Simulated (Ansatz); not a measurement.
# BN: a short molecular-dynamics run

Aim: set BN (a distorted structure, 8 atoms, not relaxed) in motion for 40 steps of 1 fs under a Langevin thermostat and barostat at 900 K and 0 GPa, and see how temperature, energy and positions respond.

Program: Ansatz 0.2.0. Level of theory: DFT PBE, plane waves, PAW, scalar-relativistic, no spin polarisation. These are calculated values, not measurements.

### Step 1. Starting point

The cell holds 8 atoms (B4N4): a = 4.392 Å, b = 2.467 Å, c = 6.927 Å, α = 98.88°, β = 69.86°, γ = 94.13°.

Structure file:

```xyz
8
Lattice="3.8792 2.0587 0.0353 -1.3107 2.0893 0.0617 2.5598 0.1537 6.4350" Properties=species:S:1:pos:R:3 pbc="T T T"
B     1.1769    2.3373    3.4002
B     3.8314    2.2127    3.3169
B     0.0456    1.5116    0.0825
B     2.6431    1.4931    0.0663
N    -1.2589    2.0809    0.0736
N     4.0368    2.2464    6.3074
N     2.7076    1.5435    3.4057
N     3.8302    3.5129    3.2133
```

### Step 2. The run

input.yaml reads:

```yaml
crystal:
  lattice:
    - [3.879156, 2.058693, 0.035257]
    - [-1.310714, 2.089284, 0.061729]
    - [2.559778, 0.153734, 6.435036]
  atoms:
    - { symbol: B, position: [0.244566, 0.839528, 0.518999] }
    - { symbol: B, position: [0.748167, 0.284451, 0.508611] }
    - { symbol: B, position: [0.188814, 0.536966, 0.00664] }
    - { symbol: B, position: [0.689146, 0.035126, 0.00619] }
    - { symbol: "N", position: [0.008034, 0.98794, 0.001909] }
    - { symbol: "N", position: [0.553559, 0.458184, 0.972733] }
    - { symbol: "N", position: [0.441584, 0.265091, 0.524282] }
    - { symbol: "N", position: [0.916684, 0.742282, 0.487201] }
kpoints:
  mp_grid: { grid: [4, 6, 3] }
magnetization:
  spin_polarized: false
scf:
  occupations: { method: fermi_dirac, width: 0.05 }
hamiltonian:
  pseudopotentials: { kind: paw }
  xc: pbe
basis:
  ecutwfc: 420
md:
  timestep: 1.0
  n_steps: 40
  ensemble: npt_langevin
  temperature: 900.0
  initial_velocities: maxwell_boltzmann
  seed: 409149
  pressure: 0.0
```

Launch:

```sh
$ ansatz run input.yaml --threads 2 --pin off --max-ram 2560MiB --backend cpu --events-out ev --progress --plain --runs-dir out
```

What does the calculation give? Wanted: temperature, first and last step; temperature, second half; potential energy, second half; largest change of the conserved energy; volume, first and last step; mean square displacement, second half.

As calculated:

| quantity | value |
| --- | --- |
| length | 40 steps of 1 fs |
| temperature, first and last step | 788 and 1477 K |
| temperature, second half | mean 1620 K, from 1072 to 2281 K |
| potential energy, second half | -165 meV/atom from the start |
| largest change of the conserved energy | 3.93 meV/atom |
| volume, first and last step | 8.70 and 9.71 Å³/atom |
| mean square displacement, second half | N 0.041, B 0.037 Å² |

**Reading.** Against a set 900 K the second half averages 1620 K with a spread of 331 K (in equilibrium 8 atoms would scatter by about 260 K, over a far longer run). The conserved energy strays from its start by at most 3.93 meV/atom, 1.9 % of the mean kinetic energy, which is good for a step of 1 fs. No atom gets farther than 0.35 Å from its start, with the drift of the whole removed, against a typical distance of 1.3 Å between sites at the start. The volume changes by +11.6 % from first to last step, and is still moving at the end, so it is no equilibrium value. Settings off the usual here: scf.occupations.method, scf.occupations.width. Averages from a run of 40 fs with 8 atoms are rough.
